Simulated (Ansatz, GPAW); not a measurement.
CaO: GLLB-SC, run from Python

These are simulated results from GPAW 26.7.0, not measurements. The cell was built from a prototype and was relaxed with r2SCAN in plane waves (Ansatz 0.2.0). Not every such cell is a known phase. All runs are without spin polarisation.

It is hexagonal, P6_3/mmc (No. 194); a = 3.981 Å, c = 4.770 Å in the conventional setting, 16.37 Å³ an atom. Ca is surrounded by 5 O at 2.30–2.39 Å; O is surrounded by 5 Ca at 2.30–2.39 Å.

GLLB-SC is a model potential. Its fundamental gap is the Kohn-Sham gap plus a derivative discontinuity, which the script evaluates at the band edges among the listed k points. Its total energy isn't variational and serves nothing here.

Input script:

```python
import json
from ase import Atoms
from gpaw import GPAW, PW, FermiDirac

atoms = Atoms(['Ca', 'Ca', 'O', 'O'],
              cell=[[3.980838, 0.0, 0.0], [-1.990419, 3.44750684, 0.0], [0.0, 0.0, 4.77044407]],
              scaled_positions=[[0.333333333, 0.666666667, -0.0625], [0.666666667, 0.333333333, 0.4375], [0.333333333, 0.666666667, 0.4375], [0.666666667, 0.333333333, 0.9375]],
              pbc=True)
calc = GPAW(mode=PW(400), xc='GLLBSC', kpts={'size': (6, 6, 4), 'gamma': True},
            occupations=FermiDirac(0.02), maxiter=100, legacy_gpaw=True, txt='gpaw.txt')
atoms.calc = calc
res = {'energy': atoms.get_potential_energy(force_consistent=True)}
res['electrons'] = calc.get_number_of_electrons()
res['k'] = calc.get_ibz_k_points().tolist()
res['levels'] = [calc.get_eigenvalues(kpt=i).tolist() for i in range(len(res['k']))]
points = [[0.0, 0.0, 0.0], [0.5, 0.0, 0.0], [0.333333, 0.333333, 0.0], [0.0, 0.0, 0.5], [0.5, 0.0, 0.5], [0.333333, 0.333333, 0.5]]
bands = calc.fixed_density(kpts=points, symmetry='off', nbands=round(res['electrons']) // 2 + 6, convergence={'bands': -2}, txt='bands.txt')
res['points'] = [bands.get_eigenvalues(kpt=i).tolist() for i in range(len(points))]
homo, lumo = bands.get_homo_lumo()
potential = calc.hamiltonian.xc.response.calculate_discontinuity_potential(homo, lumo)
res['discontinuity'] = bands.hamiltonian.xc.response.calculate_discontinuity(potential)
json.dump(res, open('results.json', 'w'))
print('free energy (eV):', round(res['energy'], 5))
```

Command: `python run.py`. It took 42 s on 1 thread of Arm Neoverse V1, with other jobs on the host, peak memory 0.18 GiB.

The log gpaw.txt, trimmed of paths, versions and times, then the last line on the terminal. An iter line gives the energy in eV and the logarithms of the changes of orbitals (plane waves alone) and density (c: converged):

```
___ ___ ___ _ _ _
 |   |   |_  | | | |

 | | | | | . | | | |

 |__ |  _|___|_____|  26.7.0
 |___|_|

Input parameters:
  kpts: {gamma: True,
         size: (6, 6, 4)}
  maxiter: 100
  mode: {ecut: 400.0,
         name: pw}
  occupations: {fixmagmom: False,
                name: fermi-dirac,
                width: 0.02}
  xc: GLLBSC

System changes: positions, numbers, cell, pbc, initial_charges, initial_magmoms

Initialize ...

species:
  Ca:
    name:    Calcium
    Z:       20.0
    valence: 10
    core:    10
    charge:  0.0  # [|e|]
    compensation charges:
      type: gauss
      rc: 0.37  # [Å]
      lmax: 2
    cutoffs:
      filter: 2.10  # [Å]
      core: 1.17  # [Å]
    projectors
    | kind |    occ | energy [eV] | rcut [Å] |

    |------|--------|-------------|----------|

    |   3s |  2.000 |     -47.199 |    1.175 |

    |   4s |  2.000 |      -5.401 |    1.175 |

    |   3p |  6.000 |     -27.958 |    1.154 |

    |    p |        |      -0.747 |    1.154 |

    |    d |        |       0.000 |    0.937 |

    Using partial waves for Ca as LCAO basis

  O:
    name:    Oxygen
    Z:       8.0
    valence: 6
    core:    2
    charge:  0.0  # [|e|]
    compensation charges:
      type: gauss
      rc: 0.21  # [Å]
      lmax: 2
    cutoffs:
      filter: 1.17  # [Å]
      core: 0.83  # [Å]
    projectors
    | kind |    occ | energy [eV] | rcut [Å] |

    |------|--------|-------------|----------|

    |   2s |  2.000 |     -28.986 |    0.688 |

    |   2p |  4.000 |     -13.358 |    0.598 |

    |    s |        |      -1.774 |    0.688 |

    |    p |        |      13.853 |    0.598 |

    |    d |        |       0.000 |    0.619 |

    Using partial waves for O as LCAO basis

Reference energy: -41041.329507  # eV

Spin-paired calculation

Convergence criteria:
 Maximum [total energy] change in last 3 cyles: 0.0005 eV / valence electron
 Maximum integral of absolute [dens]ity change: 0.0001 electrons / valence electron
 Maximum integral of absolute [eigenst]ate change: 4e-08 eV^2 / valence electron
 Maximum number of scf [iter]ations: 100
 (Square brackets indicate name in SCF output, whereas a 'c' in
 the SCF output indicates the quantity has converged.)

Symmetries present (total): 2

  ( 1  0  0)  (-1  0  0)
  ( 0  1  0)  ( 1  1  0)
  ( 0  0  1)  ( 0  0  1)

144 k-points: 6 x 6 x 4 Monkhorst-Pack grid + [1/12,1/12,1/8]
47 k-points in the irreducible part of the Brillouin zone
       k-points in crystal coordinates                weights
   0:     0.00000000    0.00000000    0.00000000          1/144
   1:     0.00000000    0.00000000    0.25000000          2/144
   2:     0.00000000    0.00000000    0.50000000          1/144
   3:     0.00000000    0.16666667   -0.25000000          2/144
   4:     0.00000000    0.16666667    0.00000000          2/144
   5:     0.00000000    0.16666667    0.25000000          2/144
   6:     0.00000000    0.16666667    0.50000000          2/144
   7:     0.00000000    0.33333333   -0.25000000          2/144
   8:     0.00000000    0.33333333    0.00000000          2/144
   9:     0.00000000    0.33333333    0.25000000          2/144
          ...
  46:     0.50000000    0.50000000    0.50000000          2/144

Wave functions: Plane wave expansion
  Cutoff energy: 400.000 eV
  Number of coefficients (min, max): 1173, 1228
  Pulay-stress correction: 0.000000 eV/Ang^3 (de/decut=0.000000)
  Using FFTW library
  ScaLapack parameters: grid=1x1, blocksize=None
  Wavefunction extrapolation:
    Improved wavefunction reuse through dual PAW basis

Occupation numbers: Fermi-Dirac:
  width: 0.0200  # eV

Eigensolver
   Davidson(niter=2)

Densities:
  Coarse grid: 20*20*24 grid
  Fine grid: 40*40*48 grid
  Total Charge: 0.000000

Density mixing:
  Method: separate
  Backend: msr1
  Linear mixing parameter: 0.05
  old densities: 10
  Width of damping distribution: 1.1
  Damping of long wavelength oscillations: 20

Hamiltonian:
  XC and Coulomb potentials evaluated on a 40*40*48 grid
  Using the GLLBSC Exchange-Correlation functional
  External potential:
    NoExternalPotential

XC parameters: GLLBSC functional being used consists of
  -----------------------------------------------------------------------
  | Weight | Module     | Description                                   |

  -----------------------------------------------------------------------
  |  1.000 | SCREENING  | GGA_X_PBE_SOL with 2 nearest neighbor stencil |

  |  1.000 | RESPONSE   | eps=0.0500 eV                                 |

  |  1.000 | XC         | GGA_C_PBE_SOL with 2 nearest neighbor stencil |

  -----------------------------------------------------------------------

Memory estimate:
  Process memory now: 111.30 MiB
  Calculator: 32.60 MiB
    Density: 4.95 MiB
      Arrays: 1.90 MiB
      Localized functions: 1.58 MiB
      Mixer: 1.46 MiB
    Hamiltonian: 1.28 MiB
      Arrays: 1.25 MiB
      XC: 0.00 MiB
      Poisson: 0.00 MiB
      vbar: 0.04 MiB
    Wavefunctions: 26.36 MiB
      Arrays psit_nG: 15.85 MiB
      Eigensolver: 0.48 MiB
      Projections: 0.67 MiB
      Projectors: 8.11 MiB
      PW-descriptor: 1.25 MiB

Total number of cores used: 1

Number of atoms: 4
Number of atomic orbitals: 18
Number of bands in calculation: 18
Number of valence electrons: 32
Bands to converge: occupied

... initialized

Initializing position-dependent things.

Density initialized from atomic densities
Creating initial wave functions:
  18 bands from LCAO basis set
Positions:
   0 Ca    -0.000000    2.298338   -0.298153    ( 0.0000,  0.0000,  0.0000)
   1 Ca     1.990419    1.149169    2.087069    ( 0.0000,  0.0000,  0.0000)
   2 O     -0.000000    2.298338    2.087069    ( 0.0000,  0.0000,  0.0000)
   3 O      1.990419    1.149169    4.472291    ( 0.0000,  0.0000,  0.0000)

Unit cell:
           periodic     x           y           z      points  spacing
  1. axis:    yes    3.980838    0.000000    0.000000    20     0.1724
  2. axis:    yes   -1.990419    3.447507    0.000000    20     0.1724
  3. axis:    yes    0.000000    0.000000    4.770444    24     0.1988

  Lengths:   3.980838   3.980838   4.770444
  Angles:   90.000000  90.000000 120.000000

Effective grid spacing dv^(1/3) = 0.1896

iter:   1   -32.490038
iter:   2   -33.116383   -0.74  -0.91
iter:   3   -23.839714   +0.07  -0.92
iter:   4   -23.660219   -1.34  -1.03
iter:   5   -26.800185   -0.49  -1.30
iter:   6   -23.406547   -1.48  -1.14
iter:   7   -22.364143   -1.26  -1.60
iter:   8   -22.521952   -2.44  -2.10
iter:   9   -22.589506   -3.46  -2.32
iter:  10   -22.660500   -3.51  -2.56
iter:  11   -22.667518   -4.19  -3.29
iter:  12   -22.652749c  -5.06  -3.61
iter:  13   -22.659011c  -5.67  -3.76
iter:  14   -22.660998c  -5.84  -4.61c
iter:  15   -22.658243c  -6.56  -4.53c
iter:  16   -22.657574c  -7.23  -4.97c
iter:  17   -22.657899c  -8.40c -4.89c

Converged after 17 iterations.

Energy contributions relative to reference atoms: (reference = -41041.329507)

Kinetic:        +22.774503
Potential:       -9.835537
External:        +0.000000
XC:             -33.753152
Entropy (-ST):   -0.000000
Local:           -1.843713
SIC:             +0.000000
--------------------------
Free energy:    -22.657899
Extrapolated:   -22.657899

GLLBSC response reference energy: 1.14686 eV (from HOMO)

Showing only first 2 kpts
 Kpt  Band  Eigenvalues  Occupancy
  0    14      0.27953    2.00000
  0    15      1.14666    2.00000
  0    16      5.50472    0.00000
  0    17     10.41223    0.00000

  1    14      0.10427    2.00000
  1    15      0.42277    2.00000
  1    16      6.08196    0.00000
  1    17      9.09121    0.00000

Fermi level: 3.59299

Gap: 4.358 eV
Transition (v -> c):
  (s=0, k=0, n=15, [0.00, 0.00, 0.00]) -> (s=0, k=0, n=16, [0.00, 0.00, 0.00])
No difference between direct/indirect transitions

free energy (eV): -22.6579
```

The gap in the log is over the mesh alone; results.json adds the listed points. GLLB-SC gives a gap of 6.45 eV (4.358 eV Kohn-Sham over the listed points plus 2.096 eV discontinuity). On the same cell, plane-wave PBE (Ansatz, 12×12×6 k points and the special points) gives a gap of 3.21 eV and r2SCAN a gap of 3.63 eV; on shared hosts these took about 6.4 and 19 core-seconds on the 4-atom cell, against 42 for the script. Semilocal gaps usually lie below measured ones.
